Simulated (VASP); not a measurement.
# C (Fd-3m) in VASP: further runs

One crystal, C, is run at these levels: PBE-EpsX, PBE, LDA; tasks: band structure, G0W0 quasiparticle levels.

Everything below comes from runs of VASP 6.6.1. Logs are shortened: lines on timing, memory, paths and dates and some standing lists are left out, and cuts for length are marked.

## (1) Starting point

Symmetry: Fd-3m, No. 227, cubic system. The conventional cell has a = 3.567 Å, b = 3.567 Å, c = 3.567 Å, α = 90.00°, β = 90.00°, γ = 90.00°. C (site symmetry -43m) has 4 C at 1.54 Å as nearest neighbours.

This isn't the form of C at room conditions, which is graphite.

## (2) Band structure, PBE-EpsX

Input file POSCAR:

```
C
1.0
    0.0000000000      1.7833700000      1.7833700000
    1.7833700000      0.0000000000      1.7833700000
    1.7833700000      1.7833700000      0.0000000000
C
2
Direct
    0.7500000000      0.7500000000      0.7500000000
    0.5000000000      0.5000000000      0.5000000000
```

Input file INCAR.step1:

```
ALGO = Normal
EDIFF = 1E-8
ENCUT = 520
GGA = PE
ISIF = 2
ISMEAR = 0
LASPH = T
LCHARG = F
LEPSILON = T
LREAL = F
LWAVE = F
NELM = 80
PREC = Accurate
SIGMA = 0.02
```

Input file KPOINTS.step1:

```
Automatic mesh
0
G
  12 12 12
  0 0 0
```

Input file INCAR.step2:

```
ALGO = Normal
EDIFF = 1E-5
ENCUT = 520
GGA = PE
ISIF = 2
ISMEAR = 0
LASPH = T
LCHARG = F
LREAL = F
LWAVE = T
NELM = 80
PREC = Accurate
SIGMA = 0.02
```

Input file KPOINTS.step2:

```
k-points
0
Gamma
  8 8 8
```

Input file INCAR.step3:

```
AEXX = 0.1709
ALGO = Normal
EDIFF = 1E-7
ENCUT = 520
GGA = PE
HFRCUT = -1
ISIF = 2
ISMEAR = 0
ISTART = 1
LASPH = T
LCHARG = F
LHFCALC = T
LREAL = F
LWAVE = F
NELM = 80
PREC = Accurate
PRECFOCK = Fast
SIGMA = 0.02
```

Input file KPOINTS.step3:

```
k-points
0
Gamma
  8 8 8
```

Input file KPOINTS_OPT:

```
path GXWKGLUWLK,UX
10
line-mode
reciprocal
 0.0000000000  0.0000000000  0.0000000000  G
 0.5000000000  0.0000000000  0.5000000000  X

 0.5000000000  0.0000000000  0.5000000000  X
 0.5000000000  0.2500000000  0.7500000000  W

 0.5000000000  0.2500000000  0.7500000000  W
 0.3750000000  0.3750000000  0.7500000000  K

 0.3750000000  0.3750000000  0.7500000000  K
 0.0000000000  0.0000000000  0.0000000000  G

 0.0000000000  0.0000000000  0.0000000000  G
 0.5000000000  0.5000000000  0.5000000000  L

 0.5000000000  0.5000000000  0.5000000000  L
 0.6250000000  0.2500000000  0.6250000000  U

 0.6250000000  0.2500000000  0.6250000000  U
 0.5000000000  0.2500000000  0.7500000000  W

 0.5000000000  0.2500000000  0.7500000000  W
 0.5000000000  0.5000000000  0.5000000000  L

 0.5000000000  0.5000000000  0.5000000000  L
 0.3750000000  0.3750000000  0.7500000000  K

 0.6250000000  0.2500000000  0.6250000000  U
 0.5000000000  0.0000000000  0.5000000000  X
```

Potentials or basis: VASP PAW PBE potentials, release 64 (C).

Run with:

```
cat potpaw_PBE.64/C/POTCAR > POTCAR
cp INCAR.step1 INCAR
cp KPOINTS.step1 KPOINTS
mpirun -np 1 vasp_std > vasp.out
cp INCAR.step2 INCAR
cp KPOINTS.step2 KPOINTS
mpirun -np 1 vasp_std > vasp.out
cp INCAR.step3 INCAR
cp KPOINTS.step3 KPOINTS
mpirun -np 1 vasp_std > vasp.out
```

OUTCAR:

```text
AEXX = 0.1709
   EDIFF = 1E-7
   ENCUT = 520
   GGA = PE
   ISIF = 2
   ISMEAR = 0
   ISTART = 1
   LASPH = T
   LHFCALC = T
   LREAL = F
   NELM = 80
   PREC = Accurate
   PRECFOCK = Fast

 ion  position               nearest neighbor table
   1  0.750  0.750  0.750-   2 1.54   2 1.54   2 1.54   2 1.54
   2  0.500  0.500  0.500-   1 1.54   1 1.54   1 1.54   1 1.54

  LATTYP: Found a face centered cubic cell.
 ALAT       =     3.5667400000

  Lattice vectors:

 A1 = (   0.0000000000,   1.7833700000,   1.7833700000)
 A2 = (   1.7833700000,   0.0000000000,   1.7833700000)
 A3 = (   1.7833700000,   1.7833700000,   0.0000000000)

Analysis of symmetry for initial positions (statically):
=====================================================================
 Subroutine PRICEL returns:
 Original cell was already a primitive cell.

 Routine SETGRP: Setting up the symmetry group for a
 face centered cubic supercell.

 Subroutine GETGRP returns: Found 48 space group operations
 (whereof 24 operations were pure point group operations)
 out of a pool of 48 trial point group operations.

The static configuration has the point symmetry T_d .
 The point group associated with its full space group is O_h .

Analysis of symmetry for dynamics (positions and initial velocities):
=====================================================================
 Subroutine PRICEL returns:
 Original cell was already a primitive cell.

 Routine SETGRP: Setting up the symmetry group for a
 face centered cubic supercell.

 Subroutine GETGRP returns: Found 48 space group operations
 (whereof 24 operations were pure point group operations)
 out of a pool of 48 trial point group operations.

The dynamic configuration has the point symmetry T_d .
 The point group associated with its full space group is O_h .

 Subroutine INISYM returns: Found 48 space group operations
 (whereof 24 operations are pure point group operations),
 and found     1 'primitive' translations

----------------------------------------------------------------------------------------

                                     Primitive cell

  volume of cell :      11.3437

  direct lattice vectors                    reciprocal lattice vectors
     0.000000000  1.783370000  1.783370000    -0.280368067  0.280368067  0.280368067
     1.783370000  0.000000000  1.783370000     0.280368067 -0.280368067  0.280368067
     1.783370000  1.783370000  0.000000000     0.280368067  0.280368067 -0.280368067

  length of vectors
     2.522066041  2.522066041  2.522066041     0.485611737  0.485611737  0.485611737

  position of ions in fractional coordinates (direct lattice)
     0.750000000  0.750000000  0.750000000
     0.500000000  0.500000000  0.500000000

  ion indices of the primitive-cell ions
   primitive index   ion index
                 1           1
                 2           2

----------------------------------------------------------------------------------------

 KPOINTS: k-points

Automatic generation of k-mesh.
 Grid dimensions read from file:
 generate k-points for:    8    8    8

 Generating k-lattice:

  Cartesian coordinates                     Fractional coordinates (reciprocal lattice)
    -0.035046008  0.035046008  0.035046008     0.125000000  0.000000000  0.000000000
     0.035046008 -0.035046008  0.035046008     0.000000000  0.125000000  0.000000000
     0.035046008  0.035046008 -0.035046008     0.000000000  0.000000000  0.125000000

  Length of vectors
     0.060701467  0.060701467  0.060701467

  Shift w.r.t. Gamma in fractional coordinates (k-lattice)
     0.000000000  0.000000000  0.000000000

 Subroutine IBZKPT returns following result:
 ===========================================

 Found     29 irreducible k-points:

 Following reciprocal coordinates:
            Coordinates               Weight
  0.000000  0.000000  0.000000      1.000000
  0.125000  0.000000  0.000000      8.000000
  0.250000  0.000000  0.000000      8.000000
  0.375000  0.000000  0.000000      8.000000
  0.500000  0.000000  0.000000      4.000000
  0.125000  0.125000  0.000000      6.000000
[... 16 lines left out ...]
  0.500000  0.250000  0.125000     48.000000
 -0.375000  0.250000  0.125000     24.000000
 [... further k-points ...]
   k-points           NKPTS =     29   k-points in BZ     NKDIM =    512   number of bands    NBANDS=      8
   number of dos      NEDOS =    301   number of ions     NIONS =      2
   total plane-waves  NPLWV =   8000
   dimension x,y,z NGX =    20 NGY =   20 NGZ =   20
   dimension x,y,z NGXF=    40 NGYF=   40 NGZF=   40
   ions per type =               2
   NGX,Y,Z   is equivalent  to a cutoff of  13.18, 13.18, 13.18 a.u.
   NGXF,Y,Z  is equivalent  to a cutoff of  26.37, 26.37, 26.37 a.u.
 SYSTEM =  unknown system
   PREC   = accura    normal or accurate (medium, high low for compatibility)
   ISTART =      1    job   : 0-new  1-cont  2-samecut
   ICHARG =      0    charge: 1-file 2-atom 10-const
   ISPIN  =      1    spin polarized calculation?
   LNONCOLLINEAR =      F non collinear calculations
   LSORBIT =      F    spin-orbit coupling
   LASPH  =      T    aspherical Exc in radial PAW
   ENCUT  =  520.0 eV  38.22 Ry    6.18 a.u.   4.69  4.69  4.69*2*pi/ulx,y,z
   NELM   =     80;   NELMIN=  2; NELMDL=  0     # of ELM steps
   EDIFF  = 0.1E-06   stopping-criterion for ELM
   LREAL  =      F    real-space projection
   EDIFFG = 0.1E-05   stopping-criterion for IOM
   NSW    =      0    number of steps for IOM
   IBRION =     -1    ionic relax: 0-MD 1-quasi-New 2-CG
   NFREE  =      0    steps in history (QN), initial steepest desc. (CG)
   ISIF   =      2    stress and relaxation
   ISYM   =      3    0-nonsym 1-usesym 2-fastsym
   POTIM  = 0.5000    time-step for ionic-motion
   TEBEG  =    0.0;   TEEND  =   0.0 temperature during run
   PSTRESS=    0.0 pullay stress
   NELECT =       8.0000    total number of electrons
   NUPDOWN=      -1.0000    fix difference up-down
   EMIN   =  10.00;   EMAX   =-10.00  energy-range for DOS
   EFERMI =   0.00;   METHOD = LEGACY
   ISMEAR =     0;   SIGMA  =   0.02  broadening in eV -4-tet -1-fermi 0-gaus
   EFERMI_NEDOS =   21; number of points for ismear=-14 and -15
   IALGO  =     38    algorithm
   IMIX   =      1    mixing-type and parameters
     AMIX     =   0.40;   BMIX     =  1.00
     AMIX_MAG =   1.60;   BMIX_MAG =  1.00
  volume/ion in A,a.u.               =       5.67        38.28
  Fermi-wavevector in a.u.,A,eV,Ry     =   1.457203  2.753714 28.891161  2.123440
  Thomas-Fermi vector in A             =   2.574032
   LORBIT       =      0    0 simple, 1 ext, 2 COOP (PROOUT), +10 PAW based schemes
   GGA     = PE    functional components
   LHFCALC =     T    Hartree Fock is set to
   PRECFOCK=fast      Normal, Fast or Accurate (Low or Medium for compatibility)
   ENCUT4O =  -1.0   cutoff for four orbital integrals eV
   NKREDX  =     1    reduce k-point grid by
   NKREDY  =     1    reduce k-point grid by
   NKREDZ  =     1    reduce k-point grid by
   AEXX    =    0.1709 exact exchange contribution
   HFSCREEN=    0.0000 screening length (either q_TF or 0.3 A-1)
   HFSCREENC=   0.0000 screening length for correlation (either q_TF or 0.3 A-1)
   ENCUTFOCK=  -1.0 apply spherical cutoff to Coloumb kernel
   IVDW    =     0    specifies the selected vdW correction
   LEPSILON=     F    determine dielectric tensor
   LRPA    =     F    only Hartree local field effects (RPA)
 non-spin polarized calculation
 Gauss-broadening in eV      SIGMA  =   0.02
  energy-cutoff  :      520.00
  volume of cell :       11.34
 maximum number of plane-waves:       314
  NGX = 12; NGY = 12; NGZ = 12

 number of electron       7.9999999 magnetization

 Free energy of the ion-electron system (eV)
  ---------------------------------------------------
  ext. energy  EPLUGINS =         0.00000000
  ---------------------------------------------------
  free energy    TOTEN  =       -20.86966489 eV

  energy without entropy =      -20.86966489  energy(sigma->0) =      -20.86966489

 E-fermi :   9.2581     XC(G=0): -11.3072

 val. band max:        9.0634025071   @ k =   0.0000   0.0000   0.0000
 cond. band min:      14.4848313659   @ k =   0.3750   0.3750   0.0000
 fundamental gap:      5.4214288588
 Fermi energy:         9.2580610900

 k-point     1 :       0.0000    0.0000    0.0000
  band No.  band energies     occupation
      1     -13.8665      2.00000
      2       9.0634      2.00000
      3       9.0634      2.00000
      4       9.0634      2.00000
      5      16.0824      0.00000
      6      16.0824      0.00000
      7      16.0824      0.00000
      8      24.2367      0.00000

 k-point     2 :       0.1250    0.0000    0.0000
  band No.  band energies     occupation
      1     -13.4117      2.00000
      2       6.4978      2.00000
      3       8.3751      2.00000
      4       8.3751      2.00000
      5      16.9929      0.00000
      6      16.9929      0.00000
      7      17.4086      0.00000
      8      24.6280      0.00000

 k-point     3 :       0.2500    0.0000    0.0000
  band No.  band energies     occupation
      1     -12.0550      2.00000
      2       2.0057      2.00000
      3       7.2005      2.00000
      4       7.2005      2.00000
      5      18.4209      0.00000
      6      18.4209      0.00000
      7      18.7278      0.00000
      8      25.6069      0.00000
[... 210 lines left out ...]
 k-point    23 :       0.5000    0.2500    0.1250
  band No.  band energies     occupation
      1      -8.7243      2.00000
      2      -1.4874      2.00000
      3       2.3500      2.00000
      4       4.7049      2.00000
      5      18.5505      0.00000
      6      20.2951      0.00000
      7      23.2618      0.00000
      8      24.2283      0.00000

 k-point    24 :      -0.3750    0.2500    0.1250
  band No.  band energies     occupation
      1      -6.7127      2.00000
      2      -4.1440      2.00000
      3       2.3003      2.00000
      4       4.0649      2.00000
      5      18.8532      0.00000
      6      20.1227      0.00000
      7      24.0150      0.00000
      8      25.8869      0.00000

 [... further k-points ...]

------------------------ aborting loop because EDIFF is reached ----------------------------------------

  FORCE on cell =-STRESS in cart. coord.  units (eV):
  Direction    XX          YY          ZZ          XY          YZ          ZX
  --------------------------------------------------------------------------------------
  -------------------------------------------------------------------------------------
  Total       -0.3091473     -0.3091473     -0.3091473     -0.0000000      0.0000000     -0.0000000
  in kB      -43.6638086    -43.6638086    -43.6638086     -0.0000000      0.0000000     -0.0000000
  external PRESSURE =     -43.6638086 kB  Pullay stress =       0.0000000 kB

 VOLUME and BASIS-vectors are now :
 -----------------------------------------------------------------------------
  energy-cutoff  :      520.00
  volume of cell :       11.34
      direct lattice vectors                 reciprocal lattice vectors
     0.000000000  1.783370000  1.783370000    -0.280368067  0.280368067  0.280368067
     1.783370000  0.000000000  1.783370000     0.280368067 -0.280368067  0.280368067
     1.783370000  1.783370000  0.000000000     0.280368067  0.280368067 -0.280368067

 POSITION                                       TOTAL-FORCE (eV/Angst)
 -----------------------------------------------------------------------------------
      2.67505      2.67505      2.67505        -0.000000     -0.000000     -0.000000
      1.78337      1.78337      1.78337         0.000000      0.000000      0.000000
 -----------------------------------------------------------------------------------
    total drift:                               -0.000000     -0.000000     -0.000000

  FREE ENERGIE OF THE ION-ELECTRON SYSTEM (eV)
  ---------------------------------------------------
  free  energy   TOTEN  =       -20.8696648898 eV

  energy  without entropy=      -20.8696648898  energy(sigma->0) =      -20.86966489
```

Run time: 13 min. Hardware: 1 thread of Intel Xeon Platinum 8259CL at 2.50GHz (Skylake/Cascade Lake), shared host; peak memory 0.16 GiB.

What came out:

```yaml
Free_energy: -20.8697 eV
Pressure: -4.4 GPa
Band_gap_on_the_k_mesh: 5.42 eV, indirect (least direct gap 7.02 eV)
Band_gap_along_the_path: 5.44 eV, indirect (least direct gap 7.02 eV)
```

Levels at the corners of the path, in eV from the valence-band top:
| point | band 2 | band 3 | band 4 | band 5 | band 6 | band 7 |
| --- | --- | --- | --- | --- | --- | --- |
| Γ | 0.00 | 0.00 | 0.00 | 7.02 | 7.02 | 7.02 |
| X | -13.70 | -6.72 | -6.72 | 6.05 | 6.05 | 18.98 |
| X | -13.70 | -6.72 | -6.72 | 6.05 | 6.05 | 18.98 |
| W | -12.88 | -8.85 | -8.85 | 12.20 | 12.20 | 14.16 |
| W | -12.88 | -8.85 | -8.85 | 12.20 | 12.20 | 14.16 |
| K | -12.60 | -9.91 | -5.73 | 7.02 | 12.38 | 16.37 |
| K | -12.60 | -9.91 | -5.73 | 7.02 | 12.38 | 16.37 |
| Γ | 0.00 | 0.00 | 0.00 | 7.02 | 7.02 | 7.02 |
| Γ | 0.00 | 0.00 | 0.00 | 7.02 | 7.02 | 7.02 |
| L | -14.27 | -3.00 | -3.00 | 10.04 | 10.04 | 10.38 |
| L | -14.27 | -3.00 | -3.00 | 10.04 | 10.04 | 10.38 |
| U | -12.60 | -9.91 | -5.73 | 7.02 | 12.38 | 16.37 |
| U | -12.60 | -9.91 | -5.73 | 7.02 | 12.38 | 16.37 |
| W | -12.88 | -8.85 | -8.85 | 12.20 | 12.20 | 14.16 |
| W | -12.88 | -8.85 | -8.85 | 12.20 | 12.20 | 14.16 |
| L | -14.27 | -3.00 | -3.00 | 10.04 | 10.04 | 10.38 |
| L | -14.27 | -3.00 | -3.00 | 10.04 | 10.04 | 10.38 |
| K | -12.60 | -9.91 | -5.73 | 7.02 | 12.38 | 16.37 |
| U | -12.60 | -9.91 | -5.73 | 7.02 | 12.38 | 16.37 |
| X | -13.70 | -6.72 | -6.72 | 6.05 | 6.05 | 18.98 |

Caveat: the PAW data sets were made with another functional, which shifts forces and pressure a little.

(Part 1 of 3 ends here.)
